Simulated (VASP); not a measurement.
# C in VASP: phonons with r2SCAN+rVV10

Aim: the phonons of C with r2SCAN+rVV10.

Everything below comes from runs of VASP 6.6.1. Logs are shortened: lines on timing, memory, paths and dates and some standing lists are left out, and cuts for length are marked.

### 1 The structure

The cell holds a sheet with vacuum, 4 atoms: a = 2.455 Å, b = 2.455 Å, c = 17.350 Å, α = 90.00°, β = 90.00°, γ = 120.00°.

The cell was built by a generator and needn't be a form met in nature.

### 2 Phonons, r2SCAN+rVV10

Contents of INCAR:

```
SYSTEM = C
ALGO     = Normal         ! electronic algorithm
BPARAM   = 11.95        
CPARAM   = 0.0093       
EDIFF    = 1E-8           ! SCF threshold, eV
ENCUT    = 520            ! plane-wave cutoff, eV
IBRION   = 6              ! ionic algorithm
ISIF     = 2              ! what is computed and relaxed
ISMEAR   = -1             ! smearing method
IVDW_NL  = 2            
LASPH    = .True.         ! aspherical terms in the spheres
LCHARG   = .False.        ! write CHGCAR
LMIXTAU  = .True.       
LREAL    = .False.        ! projectors in reciprocal space
LUSE_VDW = .True.       
LWAVE    = .False.        ! write WAVECAR
METAGGA  = R2SCAN         ! meta-GGA
NELM     = 80             ! most SCF steps
NFREE    = 2            
NSW      = 1              ! ionic steps
POTIM    = 0.015          ! step
PREC     = Accurate       ! precision mode
SIGMA    = 0.05           ! smearing width, eV
```

Contents of KPOINTS:

```
k-points
0
Gamma
  18 18 1
  0 0 0
```

Contents of POSCAR:

```
C
1.0
    2.4553394814      0.0000000000      0.0000000000
   -1.2276697407      2.1263863658      0.0000000000
    0.0000000000      0.0000000000     17.3500000000
C
4
Direct
    0.0000000000      0.0000000000      0.4028536387
    0.3333333333      0.6666666667      0.4028380316
    0.0000000000      0.0000000000      0.5971463613
    0.6666666667      0.3333333333      0.5971619684
```

Potentials or basis: VASP PAW PBE potentials, release 64 (C).

Started as:

```
$ cat potpaw_PBE.64/C/POTCAR > POTCAR
$ mpirun -np 1 vasp_std > vasp.out
```

OUTCAR:

```text
SYSTEM = C
   BPARAM = 11.95
   EDIFF = 1E-8
   ENCUT = 520
   IBRION = 6
   ISIF = 2
   ISMEAR = -1
   IVDW_NL = 2
   LASPH = .True.
   LREAL = .False.
   METAGGA = R2SCAN
   NELM = 80
   NFREE = 2
   NSW = 1
   POTIM = 0.015
   PREC = Accurate

 ion  position               nearest neighbor table
   1  0.000  0.000  0.403-   2 1.42   2 1.42   2 1.42
   2  0.333  0.667  0.403-   1 1.42   1 1.42   1 1.42
   3  0.000  0.000  0.597-   4 1.42   4 1.42   4 1.42
   4  0.667  0.333  0.597-   3 1.42   3 1.42   3 1.42

  LATTYP: Found a hexagonal cell.
 ALAT       =     2.4553394814
 C/A-ratio  =     7.0662326458

  Lattice vectors:

 A1 = (   2.4553394814,   0.0000000000,   0.0000000000)
 A2 = (  -1.2276697407,   2.1263863658,   0.0000000000)
 A3 = (   0.0000000000,   0.0000000000,  17.3500000000)

Analysis of symmetry for initial positions (statically):
=====================================================================
 Subroutine PRICEL returns:
 Original cell was already a primitive cell.

 Routine SETGRP: Setting up the symmetry group for a
 hexagonal supercell.

 Subroutine GETGRP returns: Found 12 space group operations
 (whereof 12 operations were pure point group operations)
 out of a pool of 24 trial point group operations.

The static configuration has the point symmetry D_3d.

Analysis of symmetry for dynamics (positions and initial velocities):
=====================================================================
 Subroutine PRICEL returns:
 Original cell was already a primitive cell.

 Routine SETGRP: Setting up the symmetry group for a
 hexagonal supercell.

 Subroutine GETGRP returns: Found 12 space group operations
 (whereof 12 operations were pure point group operations)
 out of a pool of 24 trial point group operations.

The dynamic configuration has the point symmetry D_3d.

 Subroutine INISYM returns: Found 12 space group operations
 (whereof 12 operations are pure point group operations),
 and found     1 'primitive' translations

----------------------------------------------------------------------------------------

[... 456 lines left out ...]
  ext. energy  EPLUGINS =         0.00000000
  ---------------------------------------------------
  free energy    TOTEN  =       -39.29495162 eV

  energy without entropy =      -39.29408659  energy(sigma->0) =      -39.29451911

 E-fermi :  -0.8186     XC(G=0):  -4.6901

 val. band max:       -0.8195900635   @ k =   0.3333   0.3333   0.0000
 cond. band min:      -0.8177693273   @ k =   0.3333   0.3333   0.0000
 fundamental gap:      0.0018207363
 Fermi energy:        -0.8186188757

 k-point     1 :       0.0000    0.0000    0.0000
  band No.  band energies     occupation
      1     -21.7404      2.00000
      2     -21.5985      2.00000
      3      -9.4324      2.00000
      4      -8.4581      2.00000
      5      -4.0290      2.00000
      6      -4.0290      2.00000
      7      -4.0191      2.00000
      8      -4.0191      2.00000
      9       2.8458      0.00000
     10       3.3641      0.00000
     11       4.1359      0.00000
     12       6.0055      0.00000
[... 331 lines left out ...]
 k-point    24 :       0.3889    0.1111    0.0000
  band No.  band energies     occupation
      1     -16.7436      2.00000
      2     -16.6457      2.00000
      3     -13.8841      2.00000
      4     -13.8079      2.00000
      5      -8.5385      2.00000
      6      -8.5013      2.00000
      7      -3.8301      2.00000
      8      -3.2398      2.00000
      9       1.2820      0.00000
     10       1.7087      0.00000
     11       8.2122      0.00000
     12       8.4296      0.00000

 [... further k-points ...]

------------------------ aborting loop because EDIFF is reached ----------------------------------------

  FORCE on cell =-STRESS in cart. coord.  units (eV):
  Direction    XX          YY          ZZ          XY          YZ          ZX
  --------------------------------------------------------------------------------------
  -------------------------------------------------------------------------------------
  Total        0.2446606      0.2446606     -0.0485557      0.0000000      0.0000000      0.0000000
  in kB        4.3273445      4.3273445     -0.8588119      0.0000000      0.0000000      0.0000000
  external PRESSURE =       2.5986257 kB  Pullay stress =       0.0000000 kB
[... 19 lines left out ...]
  FREE ENERGIE OF THE ION-ELECTRON SYSTEM (eV)
  ---------------------------------------------------
  free  energy   TOTEN  =       -39.2949516212 eV

  energy  without entropy=      -39.2940865936  energy(sigma->0) =      -39.29451911

 INTERNAL STRAIN TENSORS FROM DISPLACED ATOMS
 ============================================

 INTERNAL STRAIN TENSOR FOR ION    1 for displacements in x,y,z  (eV/Angst):
          X           Y           Z          XY          YZ          ZX
  --------------------------------------------------------------------------------
  x     0.00000     0.00000     0.00000   -11.00843     0.00000     0.03666
  y   -11.00843    11.00843     0.00000     0.00000     0.03666     0.00000
  z    -0.05137    -0.05137     0.55485     0.00000    -0.00000     0.00000

 INTERNAL STRAIN TENSOR FOR ION    4 for displacements in x,y,z  (eV/Angst):
          X           Y           Z          XY          YZ          ZX
  --------------------------------------------------------------------------------
  x     0.00000     0.00000     0.00000   -11.07452     0.00000    -0.07536
  y   -11.07452    11.07452     0.00000     0.00000    -0.07536     0.00000
  z     0.08753     0.08753    -0.67838     0.00000     0.00000     0.00000

 Eigenvectors and eigenvalues of the dynamical matrix
 ----------------------------------------------------

   1 f  =   47.722657 THz   299.850295 2PiTHz 1591.856476 cm-1   197.364960 meV
             X         Y         Z           dx          dy          dz
      0.000000  0.000000  6.989511     0.499995   -0.000005    0.000000
     -0.000000  1.417591  6.989240    -0.500005    0.000005   -0.000000
      0.000000  0.000000 10.360489     0.499995   -0.000005   -0.000000
      1.227670  0.708795 10.360760    -0.500005    0.000005    0.000000
[... 71 lines left out ...]
  12 f/i=    0.004623 THz     0.029048 2PiTHz    0.154211 cm-1     0.019120 meV
             X         Y         Z           dx          dy          dz
      0.000000  0.000000  6.989511    -0.000000    0.000000   -0.499913
     -0.000000  1.417591  6.989240    -0.000000    0.000000   -0.500087
      0.000000  0.000000 10.360489    -0.000000    0.000000   -0.499913
      1.227670  0.708795 10.360760    -0.000000    0.000000   -0.500087

 ELASTIC MODULI CONTR FROM IONIC RELAXATION (kBar)
 Direction    XX          YY          ZZ          XY          YZ          ZX
 --------------------------------------------------------------------------------
 XX         -81.9737     80.1212      8.2217     -0.0000     -6.6634     -0.0000
 YY          80.1212    -81.9737      8.2217      0.0000      6.6634      0.0000
 ZZ           8.2217      8.2217    -72.9989      0.0000      0.0000      0.0000
 XY          -0.0000      0.0000      0.0000    -81.0474     -0.0000     -6.6634
 YZ          -6.6634      6.6634      0.0000     -0.0000    -11.1733     -0.0000
 ZX          -0.0000      0.0000      0.0000     -6.6634     -0.0000    -11.1733
 --------------------------------------------------------------------------------
```

stdout:

```text
POSCAR found type information on POSCAR C
 POSCAR found :  1 types and       4 ions
 scaLAPACK will be used
 -----------------------------------------------------------------------------
|                                                                             |
|                                                                             |
|     You have switched on vdW-DFT.                                           |
[... 108 lines left out ...]
Total rVV10 correction in eV:      0.4183912    16.1852509
Total rVV10 correction in eV:      0.4184243    16.1852030
Total rVV10 correction in eV:      0.4184370    16.1851929
Total rVV10 correction in eV:      0.4184385    16.1851837
Total rVV10 correction in eV:      0.4184373    16.1851760
[... 16 lines left out ...]
Total rVV10 correction in eV:      0.4184328    16.1851677
Total rVV10 correction in eV:      0.4184328    16.1851677
Total rVV10 correction in eV
```

It took 47 min on 1 thread of AMD EPYC 9R45 (Zen 5), shared host; peak memory 0.49 GiB.

What came out:

```yaml
Highest_phonon_frequency_at_Γ: 1592 cm⁻¹
```

Phonon frequencies in cm⁻¹ (negative: imaginary):
```
              q point                                 frequencies
(0.000, 0.000, 0.000)  0 0 0 21 21 91 882 884 1590 1590 1592 1592
```

Caveat: the PAW data sets were made with another functional, which shifts forces and pressure a little.
